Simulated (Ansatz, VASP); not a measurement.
# Al32O47 (V_O) in two plane-wave programs

One calculation is typed for both programs; each brings its own data sets. How far apart do they land? The structure shown is the start of the Ansatz relaxation below; VASP solves that cell, so the two are compared at the walk's first step.

Calculated with Ansatz 0.2.0; plane waves, with VASP 6.6.1 beside it; single point at r2SCAN.

## Step 1: Starting point

The cell holds 79 atoms: 32 Al and 47 O. Cell: a = 10.259 Å, b = 10.259 Å, c = 10.259 Å, α = 55.3°, β = 55.3°, γ = 55.3°. It derives from Al2O3 (Al2O3 (R-3c)). Nearest the centre at fractional (0.625, 0.278, 0.472): Al17 at 1.81 Å, Al2 at 1.88 Å, Al24 at 1.93 Å, Al23 at 2.01 Å, O79 at 2.54 Å, O40 at 2.56 Å, O42 at 2.64 Å, O65 at 2.67 Å. The cell carries charge +2.

Structure file:

```cif
data_structure
_symmetry_space_group_name_H-M 'P 1'
_symmetry_Int_Tables_number 1
_cell_length_a 10.2589
_cell_length_b 10.2589
_cell_length_c 10.2589
_cell_angle_alpha 55.273
_cell_angle_beta 55.273
_cell_angle_gamma 55.273
_cell_volume 679.60
loop_
_atom_site_label
_atom_site_type_symbol
_atom_site_fract_x
_atom_site_fract_y
_atom_site_fract_z
_atom_site_occupancy
Al1 Al 0.32850 0.32466 0.32411 1
Al2 Al 0.42269 0.42395 0.42570 1
Al3 Al 0.07472 0.07416 0.07843 1
Al4 Al 0.17037 0.17611 0.17729 1
Al5 Al 0.32260 0.32819 0.82621 1
Al6 Al 0.42866 0.42494 0.92058 1
Al7 Al 0.06862 0.07375 0.57904 1
Al8 Al 0.17633 0.17227 0.68174 1
Al9 Al 0.32247 0.81887 0.32780 1
Al10 Al 0.42882 0.91999 0.42612 1
Al11 Al 0.07181 0.57515 0.07013 1
Al12 Al 0.17501 0.67643 0.17141 1
Al13 Al 0.32737 0.81821 0.82379 1
Al14 Al 0.42165 0.92338 0.93102 1
Al15 Al 0.07643 0.57114 0.57015 1
Al16 Al 0.17279 0.67776 0.67254 1
Al17 Al 0.81927 0.32306 0.32965 1
Al18 Al 0.92746 0.42897 0.42711 1
Al19 Al 0.57942 0.07125 0.07006 1
Al20 Al 0.67496 0.17364 0.17356 1
Al21 Al 0.82436 0.32385 0.81911 1
Al22 Al 0.93159 0.42633 0.92144 1
Al23 Al 0.57443 0.06934 0.57341 1
Al24 Al 0.67613 0.17431 0.67210 1
Al25 Al 0.82270 0.82858 0.31881 1
Al26 Al 0.92533 0.93205 0.42235 1
Al27 Al 0.56988 0.57116 0.07734 1
Al28 Al 0.67826 0.67133 0.17397 1
Al29 Al 0.82424 0.81966 0.82308 1
Al30 Al 0.92814 0.93044 0.92361 1
Al31 Al 0.57433 0.57829 0.56816 1
Al32 Al 0.67142 0.67355 0.68066 1
O33 O 0.21598 0.03243 0.37673 1
O34 O 0.47516 0.12811 0.27237 1
O35 O 0.02500 0.37824 0.21793 1
O36 O 0.37259 0.22117 0.02559 1
O37 O 0.12817 0.28218 0.46770 1
O38 O 0.28120 0.47368 0.11868 1
O39 O 0.21616 0.02804 0.87961 1
O40 O 0.47393 0.11906 0.78211 1
O41 O 0.03400 0.37074 0.72184 1
O42 O 0.37387 0.21696 0.53366 1
O43 O 0.12857 0.27209 0.97412 1
O44 O 0.28107 0.46588 0.62508 1
O45 O 0.22781 0.52801 0.37178 1
O46 O 0.47126 0.61981 0.28344 1
O47 O 0.02415 0.88079 0.21956 1
O48 O 0.37686 0.72433 0.02184 1
O49 O 0.12518 0.78112 0.47425 1
O50 O 0.28218 0.97450 0.12288 1
O51 O 0.21883 0.53353 0.87616 1
O52 O 0.46694 0.62920 0.78098 1
O53 O 0.02803 0.87987 0.71629 1
O54 O 0.37824 0.71652 0.53184 1
O55 O 0.12000 0.77886 0.97715 1
O56 O 0.28146 0.96927 0.62861 1
O57 O 0.71978 0.03422 0.37118 1
O58 O 0.96609 0.12604 0.27890 1
O59 O 0.52988 0.37448 0.22584 1
O60 O 0.87991 0.22032 0.02315 1
O61 O 0.78320 0.47305 0.11981 1
O62 O 0.72453 0.02246 0.87465 1
O63 O 0.96782 0.13085 0.77828 1
O64 O 0.52517 0.37386 0.72030 1
O65 O 0.88032 0.22095 0.52817 1
O66 O 0.61882 0.27910 0.97439 1
O67 O 0.77309 0.47400 0.62375 1
O68 O 0.72586 0.52245 0.37733 1
O69 O 0.96716 0.63048 0.27656 1
O70 O 0.53408 0.87164 0.21884 1
O71 O 0.87152 0.72282 0.03367 1
O72 O 0.62963 0.78036 0.46687 1
O73 O 0.77647 0.96680 0.12961 1
O74 O 0.72099 0.53349 0.87499 1
O75 O 0.97786 0.62364 0.77688 1
O76 O 0.52885 0.87477 0.71672 1
O77 O 0.86878 0.72459 0.52921 1
O78 O 0.62389 0.78024 0.96667 1
O79 O 0.77425 0.96876 0.63005 1
```

## Step 2: Ansatz: relaxation, r2SCAN

Ansatz runs on its default PAW (the set named soft_2) files.

The two programs are compared at the cell with which this relaxation starts, whose forces are those of its first step.

input.yaml reads:

```yaml
crystal:
  lattice:
    - [2.37936662, 1.37372796, 4.3315957]
    - [-2.37936662, 1.37372796, 4.3315957]
    - [0.0, -2.74745592, 4.3315957]
  atoms:
    - { symbol: Al, position: [0.6480888, 0.6480888, 0.6480888] }
    - { symbol: Al, position: [0.8519112, 0.8519112, 0.8519112] }
    - { symbol: Al, position: [0.1480888, 0.1480888, 0.1480888] }
    - { symbol: Al, position: [0.3519112, 0.3519112, 0.3519112] }
    - { symbol: O, position: [0.44363392, 0.05636608, 0.75] }
    - { symbol: O, position: [0.94363392, 0.25, 0.55636608] }
    - { symbol: O, position: [0.05636608, 0.75, 0.44363392] }
    - { symbol: O, position: [0.75, 0.44363392, 0.05636608] }
    - { symbol: O, position: [0.25, 0.55636608, 0.94363392] }
    - { symbol: O, position: [0.55636608, 0.94363392, 0.25] }
  supercell: [2, 2, 2]
  defects: [{ vacancy: 48 }]
total_charge: 2
basis:
  ecutwfc: 500
  xc_grid: 2
hamiltonian:
  xc: r2scan
kpoints:
  mp_grid: { grid: [1, 1, 1], shift: [0.25, 0.25, 0.25] }
scf:
  occupations: { method: fixed }
  max_iter: 100
output:
  forces: true
  charged_corrections: { epsilon: [3.28, 3.28, 3.25], static_epsilon: [9.55, 9.55, 11.6] }
relax:
  f_tol: 0.02
  max_steps: 80
  random_displacement: { amplitude: 0.05, seed: 132 }
checkpoint:
  write: "../qp2.relax.run"
  compress: false
  write_wavefunctions: true
  write_every: 100000
```

The run is started by

```sh
> ansatz run input.yaml --threads 4 --pin off --max-ram 6594MiB --backend cpu --events-out ev --progress --plain --runs-dir out
```

Numbers of over 12 decimals in the logs are rounded to 6 here.

What it wrote:

```text
Engine: ansatz 0.2.0, aarch64-unknown-linux-gnu
Pseudopotentials: kind: paw
Pseudopotential: Al, paw, valence charge 3, recommended cutoff 500 eV (meta_gga), Al.paw.azcp
Pseudopotential: O, paw, valence charge 6, recommended cutoff 500 eV (meta_gga), O.paw.azcp
Functional definition: r2SCAN
  parameter k0 = 0.174
  parameter k1 = 0.065
  parameter a1 = 4.9479
  exchange = r2scan_x(k0 = k0, k1 = k1, a1 = a1)
  correlation = r2scan_c
Crystal: 79 atoms, lattice volume = 679.597 Å³
Basis set: ecut = 500 eV, 17281 PW (Γ), exchange–correlation on 150×150×150 points (8 copies of the dense FFT grid, shifted against one another)
Bands: 267, of which v1, the nominal top of the filled ones, is band 188 counted from 1 (187 counted from 0)
Symmetry: 1 space group operations
k-points: 1
Non-local potential: Al, projectors of the file, l = 0: 2, l = 1: 2, l = 2: 1
Non-local potential: O, projectors of the file, l = 0: 2, l = 1: 2, l = 2: 1
PAW form: soft (Blöchl's): semilocal exchange-correlation on the pseudo side does not see the compensation charge
PAW frozen core: Al, regenerated for the run's functional (the file was generated under x = pbe(κ = 0.804, μ = 0.219515), c = pbe(β = 0.066725))
PAW frozen core: O, regenerated for the run's functional (the file was generated under x = pbe(κ = 0.804, μ = 0.219515), c = pbe(β = 0.066725))
PAW one-centre angular grid: Al, 302 points (default); XC on 160 Gauss nodes
PAW one-centre angular grid: O, 302 points (default); XC on 160 Gauss nodes
Initial density: superposition of atomic densities (neutral atoms scaled as one to the charged cell's electrons: chi_scale 0, normalization atom), corrected by the library's trained network
Initial wavefunctions: pseudopotential atomic-orbital guess
Functional: x = r2scan, c = r2scan; τ floored in thin density (d = 2e-4 eV/Å³)
SCF iter   1: F=—  HF=-44166.599368 eV  |F-HF|=—  |Δ(HF+E_count)|=         —  Δρ=2.37e-2  dr2=1.02e1  dr2_τ=5.56e0  ethr=1.77e-3  ⟨swp⟩=4.0  Hψ=859  notcnv=0  defer=77
preconditioner: auto → Resta (q_TF=auto, 2.472 Å⁻¹)  ε∞=3.1  [insulator: Δε(μ)=3.113 eV  Ē_g=18.990 eV  n_scr=174 (ndim 8)  ℏωp=27.6 eV  f_vac=0.000  ε∞_Penn≈3.1]
SCF iter   2: F=—  HF=-44167.806637 eV  |F-HF|=—  |Δ(HF+E_count)|=    1.21e0  Δρ=1.09e-2  dr2=2.10e0  dr2_τ=6.01e-2  ethr=1.77e-3  ⟨swp⟩=4.0  Hψ=468  notcnv=0  defer=77
SCF iter   3: F=—  HF=-44167.290792 eV  |F-HF|=—  |Δ(HF+E_count)|=   5.16e-1  Δρ=3.12e-3  dr2=6.55e-2  dr2_τ=9.99e-3  ethr=5.58e-4  ⟨swp⟩=3.0  Hψ=339  notcnv=0  defer=77
SCF iter   4: F=—  HF=-44167.292326 eV  |F-HF|=—  |Δ(HF+E_count)|=   1.53e-3  Δρ=1.32e-3  dr2=1.23e-2  dr2_τ=9.93e-4  ethr=1.74e-5  ⟨swp⟩=3.0  Hψ=420  notcnv=0  defer=77
SCF iter   5: F=—  HF=-44167.294167 eV  |F-HF|=—  |Δ(HF+E_count)|=   1.84e-3  Δρ=5.06e-4  dr2=1.42e-3  dr2_τ=1.91e-4  ethr=3.27e-6  ⟨swp⟩=3.0  Hψ=383  notcnv=0  defer=77
SCF iter   6: F=—  HF=-44167.294271 eV  |F-HF|=—  |Δ(HF+E_count)|=   1.03e-4  Δρ=1.88e-4  dr2=1.95e-4  dr2_τ=2.21e-5  ethr=3.78e-7  ⟨swp⟩=2.0  Hψ=381  notcnv=0  defer=77
SCF iter   7: F=—  HF=-44167.294384 eV  |F-HF|=—  |Δ(HF+E_count)|=   1.13e-4  Δρ=6.34e-5  dr2=2.45e-5  dr2_τ=2.22e-6  ethr=5.19e-8  ⟨swp⟩=2.0  Hψ=383  notcnv=0  defer=77
SCF iter   8: F=-44167.294391 eV  HF=-44167.294392 eV  |F-HF|=9.92e-7  |Δ(HF+E_count)|=   8.54e-6  Δρ=2.76e-5  dr2=4.48e-6  dr2_τ=5.42e-7  ethr=2.66e-9  ⟨swp⟩=4.0  Hψ=788  notcnv=0
SCF 1 converged in 8 iterations: F = -44167.294391 eV  dr2 = 4.48e-6
  greatest PAW one-centre occupation: 0.869 electrons in one spin orbital (limit 2), on the O atom at site 78 (counted from 0), in its partial waves of l = 0
relax step   1: F+E_penalty+E_count = -44167.29439106 eV  Δ(F+E_penalty+E_count) = +0.000e0 eV  max|allowed force component| = 4.700e0 eV/Å  Δτ_max = 0.0000 Å  (8 SCF iters, dr2 threshold 1.00e-5 eV, accepted)
Initial density: handed on by an earlier stage of this run
Initial wavefunctions: those handed on with the density
iter 1 solved again at ethr=1.45e-4 eV; its pass at ethr=3.10e-3 eV (dr2=5.44e-1 eV) is discarded
SCF iter   1: F=—  HF=-44171.272606 eV  |F-HF|=—  |Δ(HF+E_count)|=         —  Δρ=9.37e-3  dr2=5.53e-1  dr2_τ=4.59e0  ethr=1.45e-4  ⟨swp⟩=2.0  Hψ=941  notcnv=0  defer=77
preconditioner: auto → Resta (q_TF=auto, 2.472 Å⁻¹)  ε∞=3.2  [insulator: Δε(μ)=2.755 eV  Ē_g=18.694 eV  n_scr=174 (ndim 8)  ℏωp=27.6 eV  f_vac=0.000  ε∞_Penn≈3.2]
SCF iter   2: F=—  HF=-44171.183997 eV  |F-HF|=—  |Δ(HF+E_count)|=   8.86e-2  Δρ=4.80e-3  dr2=1.37e-1  dr2_τ=7.61e-3  ethr=1.45e-4  ⟨swp⟩=2.0  Hψ=382  notcnv=0  defer=77
SCF iter   3: F=—  HF=-44171.167957 eV  |F-HF|=—  |Δ(HF+E_count)|=   1.60e-2  Δρ=1.89e-3  dr2=1.92e-2  dr2_τ=3.68e-3  ethr=3.65e-5  ⟨swp⟩=2.0  Hψ=382  notcnv=0  defer=77
SCF iter   4: F=—  HF=-44171.165966 eV  |F-HF|=—  |Δ(HF+E_count)|=   1.99e-3  Δρ=5.42e-4  dr2=1.29e-3  dr2_τ=8.17e-5  ethr=5.09e-6  ⟨swp⟩=2.0  Hψ=435  notcnv=0  defer=77
[...]
--- Relaxed structure (6 steps of the walk, 6 accepted, 0 SCFs on fresh bases) ---
  F+E_penalty+E_count = -44172.54042668 eV   max|allowed force component| = 6.668e-3 eV/Å
  atoms:
    - { symbol: Al, position: [0.321528, 0.321321, 0.320712] }
    - { symbol: Al, position: [0.394913, 0.446749, 0.417636] }
    - { symbol: Al, position: [0.073852, 0.074997, 0.072443] }
    - { symbol: Al, position: [0.186958, 0.171950, 0.169878] }
    - { symbol: O, position: [0.222577, 0.028162, 0.374044] }
    - { symbol: O, position: [0.471610, 0.124150, 0.279357] }
    - { symbol: O, position: [0.041079, 0.372902, 0.217754] }
    - { symbol: O, position: [0.381566, 0.220104, 0.022238] }
    - { symbol: O, position: [0.124861, 0.276245, 0.473183] }
    - { symbol: O, position: [0.279564, 0.472144, 0.123326] }
    - { symbol: Al, position: [0.325126, 0.325939, 0.818353] }
    - { symbol: Al, position: [0.426656, 0.424466, 0.926023] }
    - { symbol: Al, position: [0.074945, 0.072195, 0.573677] }
    - { symbol: Al, position: [0.174802, 0.175750, 0.677237] }
    - { symbol: O, position: [0.223618, 0.028172, 0.874115] }
    - { symbol: O, position: [0.478333, 0.129855, 0.764307] }
    - { symbol: O, position: [0.027191, 0.375380, 0.721262] }
    - { symbol: O, position: [0.378835, 0.225335, 0.526609] }
    - { symbol: O, position: [0.127416, 0.277977, 0.969682] }
    - { symbol: O, position: [0.278476, 0.473334, 0.620359] }
    - { symbol: Al, position: [0.322942, 0.824272, 0.325465] }
    - { symbol: Al, position: [0.425771, 0.923840, 0.427360] }
    - { symbol: Al, position: [0.077671, 0.575177, 0.069604] }
    - { symbol: Al, position: [0.172098, 0.679812, 0.174247] }
    - { symbol: O, position: [0.208670, 0.531683, 0.376528] }
    - { symbol: O, position: [0.470398, 0.622569, 0.280442] }
    - { symbol: O, position: [0.024633, 0.877998, 0.222640] }
    - { symbol: O, position: [0.373156, 0.720706, 0.030953] }
    - { symbol: O, position: [0.122350, 0.779748, 0.471444] }
    - { symbol: O, position: [0.279173, 0.971952, 0.124411] }
    - { symbol: Al, position: [0.323709, 0.820761, 0.824529] }
    - { symbol: Al, position: [0.423980, 0.923505, 0.929002] }
    - { symbol: Al, position: [0.062797, 0.579566, 0.577472] }
    - { symbol: Al, position: [0.175910, 0.676993, 0.674427] }
    - { symbol: O, position: [0.225112, 0.526801, 0.871428] }
    - { symbol: O, position: [0.472172, 0.621692, 0.777313] }
    - { symbol: O, position: [0.026143, 0.875321, 0.721252] }
    - { symbol: O, position: [0.374840, 0.721232, 0.527585] }
    - { symbol: O, position: [0.124881, 0.777859, 0.971569] }
    - { symbol: O, position: [0.279056, 0.971992, 0.625014] }
    - { symbol: Al, position: [0.854837, 0.331796, 0.302682] }
    - { symbol: Al, position: [0.928218, 0.428725, 0.428087] }
    - { symbol: Al, position: [0.574540, 0.071720, 0.079124] }
    - { symbol: Al, position: [0.675786, 0.177324, 0.176523] }
[...]
- { symbol: Al, position: [0.823985, 0.322069, 0.825590] }
    - { symbol: Al, position: [0.926830, 0.423956, 0.925152] }
    - { symbol: Al, position: [0.566861, 0.055653, 0.584631] }
    - { symbol: Al, position: [0.682859, 0.164807, 0.693799] }
[...]
- { symbol: Al, position: [0.823130, 0.823367, 0.324957] }
    - { symbol: Al, position: [0.924612, 0.931084, 0.423508] }
    - { symbol: Al, position: [0.574538, 0.574226, 0.072273] }
    - { symbol: Al, position: [0.675245, 0.677162, 0.175188] }
[...]
- { symbol: O, position: [0.625106, 0.776815, 0.471650] }
    - { symbol: O, position: [0.777579, 0.972108, 0.127758] }
    - { symbol: Al, position: [0.825768, 0.820455, 0.825861] }
    - { symbol: Al, position: [0.926037, 0.924886, 0.928670] }
    - { symbol: Al, position: [0.573961, 0.572913, 0.572114] }
    - { symbol: Al, position: [0.675205, 0.670318, 0.677711] }
    - { symbol: O, position: [0.721558, 0.526450, 0.876046] }
    - { symbol: O, position: [0.970592, 0.625014, 0.777470] }
    - { symbol: O, position: [0.526226, 0.866116, 0.728294] }
    - { symbol: O, position: [0.868188, 0.727203, 0.529311] }
    - { symbol: O, position: [0.624882, 0.777787, 0.971643] }
    - { symbol: O, position: [0.771437, 0.985050, 0.619652] }
```

(Continued in part 2 of 2.)

[Lines on the potential files, build, host, timing and source positions are cut from VASP's logs without a mark.]

[Logs are printed without paths, hosts, clocks, repeated set-up lines and the standing remarks that a program may print on its own settings, such as how far it seeks lower states.]

[Hosts, paths, dates, database ids (printed as entryN), source tags and the programs' standing remarks are cut or masked in the printed files.]
